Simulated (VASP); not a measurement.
# ZnS (Wurtzite-2H) (P6_3mc) in VASP: further runs

One crystal, ZnS (Wurtzite-2H), is run at these levels: PBEsol; tasks: phonons, elastic constants.

All numbers are computed with VASP 6.6.1; they aren't measurements. Logs are shortened: lines on timing, memory, paths and dates and some standing lists are left out, and cuts for length are marked.

### 1 Starting point

It takes space group P6_3mc (No. 186, hexagonal). The conventional cell has a = 3.811 Å, b = 3.811 Å, c = 6.234 Å, α = 90.00°, β = 90.00°, γ = 120.00°. Zn (site symmetry 3m) is surrounded by 4 S at 2.31 to 2.40 Å. Around S (site symmetry 3m) lie 4 Zn at 2.31 to 2.40 Å.

### 2 Phonons, PBEsol

Contents of POSCAR:

```
ZnS
1.0
    3.8110000000      0.0000000000      0.0000000000
   -1.9055000000      3.3004228138      0.0000000000
    0.0000000000      0.0000000000      6.2340000000
Zn S
2 2
Direct
    0.6666666667      0.3333333333      0.5000000000
    0.3333333333      0.6666666667      0.0000000000
    0.6666666667      0.3333333333      0.8850000000
    0.3333333333      0.6666666667      0.3850000000
```

Contents of INCAR.step1:

```
PREC = Accurate ; ENCUT = 600
EDIFF = 1E-8 ; ISMEAR = -1
SIGMA = 0.05 ; LREAL = False
LASPH = True ; NELM = 100
ALGO = Fast ; ISIF = 3
LWAVE = False ; LCHARG = False
GGA = PS ; IBRION = 2
NSW = 40 ; EDIFFG = -0.002
```

Contents of INCAR.step2:

```
PREC = Accurate ; ENCUT = 600
EDIFF = 1E-8 ; ISMEAR = -1
SIGMA = 0.05 ; LREAL = False
LASPH = True ; NELM = 100
ALGO = Fast ; ISIF = 2
LWAVE = False ; LCHARG = False
GGA = PS ; IBRION = 6
NFREE = 2 ; POTIM = 0.015
NSW = 1
```

Contents of KPOINTS:

```
regular mesh
0
Gamma
  6 6 4
```

Potentials or basis: VASP PAW PBE potentials, release 64 (Zn, S).

Started as:

```console
> cat potpaw_PBE.64/Zn/POTCAR potpaw_PBE.64/S/POTCAR > POTCAR
> cp INCAR.step1 INCAR
> mpirun -np 1 vasp_std > vasp.out
> cp CONTCAR POSCAR
> cp INCAR.step2 INCAR
> mpirun -np 1 vasp_std > vasp.out
```

OUTCAR:

```text
PREC = Accurate
   ENCUT = 600
   EDIFF = 1E-8
   ISMEAR = -1
   LREAL = False
   LASPH = True
   NELM = 100
   ISIF = 2
   GGA = PS
   IBRION = 6
   NFREE = 2
   POTIM = 0.015
   NSW = 1

 ion  position               nearest neighbor table
   1  0.667  0.333  0.505-   4 2.32   4 2.32   4 2.32   3 2.32
   2  0.333  0.667  0.005-   3 2.32   3 2.32   3 2.32   4 2.32
   3  0.667  0.333  0.880-   2 2.32   2 2.32   2 2.32   1 2.32
   4  0.333  0.667  0.380-   1 2.32   1 2.32   1 2.32   2 2.32

  LATTYP: Found a hexagonal cell.
 ALAT       =     3.7862915832
 C/A-ratio  =     1.6404258575

  Lattice vectors:

 A1 = (   3.7862915832,   0.0000000000,   0.0000000000)
 A2 = (  -1.8931457916,   3.2790246971,   0.0000000000)
 A3 = (   0.0000000000,   0.0000000000,   6.2111306170)

Analysis of symmetry for initial positions (statically):
=====================================================================
 Subroutine PRICEL returns:
 Original cell was already a primitive cell.

 Routine SETGRP: Setting up the symmetry group for a
 hexagonal supercell.

 Subroutine GETGRP returns: Found 12 space group operations
 (whereof  6 operations were pure point group operations)
 out of a pool of 24 trial point group operations.

The static configuration has the point symmetry C_3v.
 The point group associated with its full space group is C_6v.

Analysis of symmetry for dynamics (positions and initial velocities):
=====================================================================
 Subroutine PRICEL returns:
 Original cell was already a primitive cell.

 Routine SETGRP: Setting up the symmetry group for a
 hexagonal supercell.

 Subroutine GETGRP returns: Found 12 space group operations
 (whereof  6 operations were pure point group operations)
 out of a pool of 24 trial point group operations.

The dynamic configuration has the point symmetry C_3v.
 The point group associated with its full space group is C_6v.

 Subroutine INISYM returns: Found 12 space group operations
 (whereof  6 operations are pure point group operations),
 and found     1 'primitive' translations

----------------------------------------------------------------------------------------

                                     Primitive cell

  volume of cell :      77.1133

  direct lattice vectors                    reciprocal lattice vectors
     3.786291583  0.000000000  0.000000000     0.264110668  0.152484365  0.000000000
    -1.893145792  3.279024697  0.000000000     0.000000000  0.304968731  0.000000000
     0.000000000  0.000000000  6.211130617     0.000000000  0.000000000  0.161001283

  length of vectors
     3.786291583  3.786291583  6.211130617     0.304968731  0.304968731  0.161001283

  position of ions in fractional coordinates (direct lattice)
     0.666666667  0.333333333  0.505390037
     0.333333333  0.666666667  0.005390037
     0.666666667  0.333333333  0.879609963
     0.333333333  0.666666667  0.379609963

  ion indices of the primitive-cell ions
   primitive index   ion index
                 1           1
                 2           2
                 3           3
                 4           4

----------------------------------------------------------------------------------------

 KPOINTS: regular mesh

Automatic generation of k-mesh.
 Grid dimensions read from file:
 generate k-points for:    6    6    4

 Generating k-lattice:

  Cartesian coordinates                     Fractional coordinates (reciprocal lattice)
     0.044018445  0.025414061  0.000000000     0.166666667  0.000000000  0.000000000
     0.000000000  0.050828122  0.000000000     0.000000000  0.166666667  0.000000000
     0.000000000  0.000000000  0.040250321     0.000000000  0.000000000  0.250000000

  Length of vectors
     0.050828122  0.050828122  0.040250321

  Shift w.r.t. Gamma in fractional coordinates (k-lattice)
     0.000000000  0.000000000  0.000000000

 Subroutine IBZKPT returns following result:
 ===========================================

 Found     21 irreducible k-points:

 Following reciprocal coordinates:
            Coordinates               Weight
  0.000000  0.000000  0.000000      1.000000
  0.166667 -0.000000  0.000000      6.000000
  0.333333 -0.000000  0.000000      6.000000
  0.500000 -0.000000  0.000000      3.000000
  0.166667  0.166667  0.000000      6.000000
  0.333333  0.166667  0.000000     12.000000
[... 13 lines left out ...]
  0.333333  0.166667  0.500000     12.000000
  0.333333  0.333333  0.500000      2.000000
   k-points           NKPTS =     21   k-points in BZ     NKDIM =     21   number of bands    NBANDS=     22
   number of dos      NEDOS =    301   number of ions     NIONS =      4
   total plane-waves  NPLWV =  45000
   dimension x,y,z NGX =    30 NGY =   30 NGZ =   50
   dimension x,y,z NGXF=    60 NGYF=   60 NGZF=  100
   ions per type =               2   2
   NGX,Y,Z   is equivalent  to a cutoff of  13.17, 13.17, 13.38 a.u.
   NGXF,Y,Z  is equivalent  to a cutoff of  26.34, 26.34, 26.77 a.u.
 SYSTEM =  unknown system
   PREC   = accura    normal or accurate (medium, high low for compatibility)
   ISTART =      0    job   : 0-new  1-cont  2-samecut
   ICHARG =      2    charge: 1-file 2-atom 10-const
   ISPIN  =      1    spin polarized calculation?
   LNONCOLLINEAR =      F non collinear calculations
   LSORBIT =      F    spin-orbit coupling
   LASPH  =      T    aspherical Exc in radial PAW
   ENCUT  =  600.0 eV  44.10 Ry    6.64 a.u.   7.56  7.56 12.41*2*pi/ulx,y,z
   NELM   =    100;   NELMIN=  2; NELMDL=  0     # of ELM steps
   EDIFF  = 0.1E-07   stopping-criterion for ELM
   LREAL  =      F    real-space projection
   EDIFFG = 0.1E-06   stopping-criterion for IOM
   NSW    =     85    number of steps for IOM
   IBRION =      6    ionic relax: 0-MD 1-quasi-New 2-CG
   NFREE  =      2    steps in history (QN), initial steepest desc. (CG)
   ISIF   =      2    stress and relaxation
   ISYM   =      2    0-nonsym 1-usesym 2-fastsym
   POTIM  = 0.0150    time-step for ionic-motion
   TEBEG  =    0.0;   TEEND  =   0.0 temperature during run
   PSTRESS=    0.0 pullay stress
   NELECT =      36.0000    total number of electrons
   NUPDOWN=      -1.0000    fix difference up-down
   EMIN   =  10.00;   EMAX   =-10.00  energy-range for DOS
   EFERMI =   0.00;   METHOD = LEGACY
   ISMEAR =    -1;   SIGMA  =   0.05  broadening in eV -4-tet -1-fermi 0-gaus
   EFERMI_NEDOS =   21; number of points for ismear=-14 and -15
   IALGO  =     68    algorithm
   IMIX   =      4    mixing-type and parameters
     AMIX     =   0.40;   BMIX     =  1.00
     AMIX_MAG =   1.60;   BMIX_MAG =  1.00
  volume/ion in A,a.u.               =      19.28       130.10
  Fermi-wavevector in a.u.,A,eV,Ry     =   1.269987  2.399927 21.944379  1.612866
  Thomas-Fermi vector in A             =   2.402998
   LORBIT       =      0    0 simple, 1 ext, 2 COOP (PROOUT), +10 PAW based schemes
   GGA     = PS    functional components
   LHFCALC =     F    Hartree Fock is set to
   AEXX    =    0.0000 exact exchange contribution
   IVDW    =     0    specifies the selected vdW correction
   LEPSILON=     F    determine dielectric tensor
   LRPA    =     F    only Hartree local field effects (RPA)
 finite differences with symmetry
 non-spin polarized calculation
 RMM-DIIS sequential band-by-band and
  energy-cutoff  :      600.00
  volume of cell :       77.11
 maximum number of plane-waves:      2588
   NGX = 15   NGY = 15   NGZ = 25

--------------------------------------- Ionic step        1  -------------------------------------------

 number of electron      35.9999996 magnetization

 Free energy of the ion-electron system (eV)
  ---------------------------------------------------
  ext. energy  EPLUGINS =         0.00000000
  ---------------------------------------------------
  free energy    TOTEN  =       -15.16410737 eV

  energy without entropy =      -15.16410737  energy(sigma->0) =      -15.16410737

------------------------ aborting loop because EDIFF is reached ----------------------------------------

  FORCE on cell =-STRESS in cart. coord.  units (eV):
  Direction    XX          YY          ZZ          XY          YZ          ZX
  --------------------------------------------------------------------------------------
  -------------------------------------------------------------------------------------
  Total        0.1687549      0.1687549      0.1765135      0.0000000      0.0000000      0.0000000
  in kB        3.5062079      3.5062079      3.6674076      0.0000000      0.0000000      0.0000000
  external PRESSURE =       3.5599411 kB  Pullay stress =       0.0000000 kB
[... 289 lines left out ...]
  energy  without entropy=      -15.1630527077  energy(sigma->0) =      -15.16305271

--------------------------------------- Ionic step        9  -------------------------------------------

 number of electron      35.9999995 magnetization

 Free energy of the ion-electron system (eV)
  ---------------------------------------------------
  ext. energy  EPLUGINS =         0.00000000
  ---------------------------------------------------
  free energy    TOTEN  =       -15.16299567 eV

  energy without entropy =      -15.16299567  energy(sigma->0) =      -15.16299567

 E-fermi :   3.3069     XC(G=0):  -9.9505

 val. band max:        2.2555468236   @ k =   0.0000   0.0000   0.0000
 cond. band min:       4.4005960180   @ k =   0.0000   0.0000   0.0000
 fundamental gap:      2.1450491944
 Fermi energy:         3.3068680415

 k-point     1 :       0.0000    0.0000    0.0000
  band No.  band energies     occupation
      1     -11.0943      2.00000
      2     -10.0982      2.00000
      3      -4.2326      2.00000
      4      -4.2063      2.00000
      5      -4.2063      2.00000
      6      -4.1166      2.00000
[... 620 lines left out ...]
  FREE ENERGIE OF THE ION-ELECTRON SYSTEM (eV)
  ---------------------------------------------------
  free  energy   TOTEN  =       -15.1629956667 eV

  energy  without entropy=      -15.1629956666  energy(sigma->0) =      -15.16299567

 INTERNAL STRAIN TENSORS FROM DISPLACED ATOMS
 ============================================

 INTERNAL STRAIN TENSOR FOR ION    1 for displacements in x,y,z  (eV/Angst):
          X           Y           Z          XY          YZ          ZX
  --------------------------------------------------------------------------------
  x     0.00000     0.00000     0.00000     4.95384     0.00000    -3.79923
  y     4.95384    -4.95384     0.00000    -0.00000    -3.79923    -0.00000
  z    -3.67631    -3.67631     6.79017     0.00000     0.00000     0.00000

 INTERNAL STRAIN TENSOR FOR ION    4 for displacements in x,y,z  (eV/Angst):
          X           Y           Z          XY          YZ          ZX
  --------------------------------------------------------------------------------
  x     0.00000     0.00000     0.00000    -6.49902    -0.00000     3.79895
  y    -6.49902     6.49902     0.00000     0.00000     3.79896    -0.00000
  z     3.73755     3.73755    -6.72075     0.00000    -0.00000     0.00000

 Eigenvectors and eigenvalues of the dynamical matrix
 ----------------------------------------------------

   1 f  =   10.096358 THz    63.437291 2PiTHz  336.778267 cm-1    41.755165 meV
             X         Y         Z           dx          dy          dz
      1.893146  1.093008  3.139044    -0.000000   -0.000000    0.131049
     -0.000000  2.186016  0.033478     0.000000    0.000000   -0.131049
      1.893146  1.093008  5.463372    -0.000000   -0.000000   -0.694857
     -0.000000  2.186016  2.357807     0.000000    0.000000    0.694857

   2 f  =    8.590430 THz    53.975266 2PiTHz  286.545913 cm-1    35.527149 meV
             X         Y         Z           dx          dy          dz
      1.893146  1.093008  3.139044     0.357004    0.000002   -0.000000
     -0.000000  2.186016  0.033478    -0.357004   -0.000002   -0.000000
      1.893146  1.093008  5.463372     0.610367    0.000003    0.000000
     -0.000000  2.186016  2.357807    -0.610367   -0.000003    0.000000
[... 43 lines left out ...]
   9 f  =    2.079780 THz    13.067646 2PiTHz   69.374006 cm-1     8.601277 meV
             X         Y         Z           dx          dy          dz
      1.893146  1.093008  3.139044     0.000099    0.610367   -0.000000
     -0.000000  2.186016  0.033478    -0.000099   -0.610367   -0.000000
      1.893146  1.093008  5.463372    -0.000058   -0.357004   -0.000000
     -0.000000  2.186016  2.357807     0.000058    0.357004   -0.000000

  10 f/i=    0.003320 THz     0.020862 2PiTHz    0.110752 cm-1     0.013731 meV
             X         Y         Z           dx          dy          dz
      1.893146  1.093008  3.139044    -0.153441    0.558350   -0.000000
     -0.000000  2.186016  0.033478    -0.153441    0.558350   -0.000000
      1.893146  1.093008  5.463372    -0.107541    0.391325   -0.000000
     -0.000000  2.186016  2.357807    -0.107541    0.391325   -0.000000

  11 f/i=    0.003320 THz     0.020862 2PiTHz    0.110752 cm-1     0.013731 meV
             X         Y         Z           dx          dy          dz
      1.893146  1.093008  3.139044    -0.558350   -0.153441    0.000000
     -0.000000  2.186016  0.033478    -0.558350   -0.153441    0.000000
      1.893146  1.093008  5.463372    -0.391325   -0.107541    0.000000
     -0.000000  2.186016  2.357807    -0.391325   -0.107541    0.000000

  12 f/i=    0.020100 THz     0.126294 2PiTHz    0.670476 cm-1     0.083128 meV
             X         Y         Z           dx          dy          dz
      1.893146  1.093008  3.139044    -0.000000    0.000000    0.580194
     -0.000000  2.186016  0.033478    -0.000000    0.000000    0.580194
      1.893146  1.093008  5.463372    -0.000000    0.000000    0.404197
     -0.000000  2.186016  2.357807    -0.000000    0.000000    0.404197

 ELASTIC MODULI CONTR FROM IONIC RELAXATION (kBar)
 Direction    XX          YY          ZZ          XY          YZ          ZX
 --------------------------------------------------------------------------------
 XX        -333.4701    143.7116    172.9007     -0.0000     -0.0000      0.0000
 YY         143.7116   -333.4701    172.9007      0.0000     -0.0000     -0.0000
 ZZ         172.9007    172.9007   -315.0813     -0.0000      0.0000     -0.0000
 XY          -0.0000      0.0000     -0.0000   -238.5909      0.0000      0.0000
 YZ           0.0000      0.0000      0.0000      0.0000    -96.0390     -0.0000
 ZX           0.0000     -0.0000     -0.0000      0.0000     -0.0000    -96.0389
 --------------------------------------------------------------------------------
```

It took 12 min on 1 thread of Intel Xeon 6975P-C (Granite Rapids), shared host; peak memory 0.37 GiB.

What came out:

```yaml
Relaxed_volume: 19.28 Å³/atom
Relaxed_cell: a = 3.786 Å, b = 3.786 Å, c = 6.211 Å, α = 90.00°, β = 90.00°, γ = 120.00°
Space_group_after_relaxing_to_0.05_Å: P6_3mc (No. 186)
Highest_phonon_frequency_at_Γ_LO-TO_splitting_left_out: 337 cm⁻¹
```

Step by step:
```csv
step,energy change (eV),largest force (eV/Å),pressure (GPa),volume (Å³)
1,0.0000,0.3099,-1.10,78.41
2,-0.0200,0.1181,0.26,76.88
3,-0.0201,0.1009,0.38,76.77
4,-0.0233,0.0426,0.03,77.10
5,-0.0242,0.0109,-0.27,77.39
6,-0.0259,0.0077,-0.06,77.15
7,-0.0259,0.0089,-0.03,77.14
8,-0.0259,0.0006,0.02,77.08
9,-0.0259,0.0021,0.02,77.09
10,-0.0259,0.0025,0.02,77.09
11,-0.0259,0.0006,0.00,77.11
```

Final structure:
```yaml
crystal:
  lattice:
    - [3.78629, 0.00000, 0.00000]
    - [-1.89315, 3.27902, 0.00000]
    - [0.00000, 0.00000, 6.21113]
  atoms:
    - { symbol: Zn, position: [0.66667, 0.33333, 0.50539] }
    - { symbol: Zn, position: [0.33333, 0.66667, 0.00539] }
    - { symbol: S, position: [0.66667, 0.33333, 0.87961] }
    - { symbol: S, position: [0.33333, 0.66667, 0.37961] }
```

Phonon frequencies in cm⁻¹ (negative: imaginary):
```tsv
q point	frequencies
(0.000, 0.000, 0.000)	-1 0 0 69 69 193 276 281 281 287 287 337
```

Caveat: the PAW data sets were made with another functional, which shifts forces and pressure a little.

[end of part 1 of 2]
